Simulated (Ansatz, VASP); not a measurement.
**BaTe in VASP and in Ansatz**

```
Ba Te
1.0
     4.98311    0.00000    0.00000
    -2.49156    4.31550    0.00000
     0.00000    0.00000    4.51285
Ba Te
1 1
Direct
  0.33333 0.66667 0.50000
  0.00000 0.00000 0.00000
```

Alike in both runs: functional PBE; k mesh 9 × 9 × 6; occupations gaussian, width 0.02 eV; no spin polarisation.

Ansatz relaxed the structure, and its values are those at the end. VASP's run is a single point on that final structure, the one shown.

|  | VASP | Ansatz |
| --- | --- | --- |
| version | VASP 6.6.1 | Ansatz 0.2.0 |
| potentials or method | VASP PAW PBE potentials, release 64 (Ba_sv, Te) | scalar-relativistic, plane waves, PAW |
| plane-wave cutoff (eV) | 520 | 420 |
| valence electrons in the cell | 16 | 26 |

```tsv
	VASP	Ansatz	Ansatz less VASP
gap on the k mesh at the Fermi level (eV)	1.59	1.64	+0.045
least direct gap on the mesh (eV)	1.59	1.64	+0.045
pressure (GPa)	-1.8	-2.1	-0.23
```

The two sets of potentials don't hold the same shells in valence.

Caveats: spin-orbit coupling is left out, which moves the levels of the heavy elements; an odd mesh through Γ misses points on the zone boundary, where band edges often lie. As with any semilocal functional, this PBE gap is likely too small.
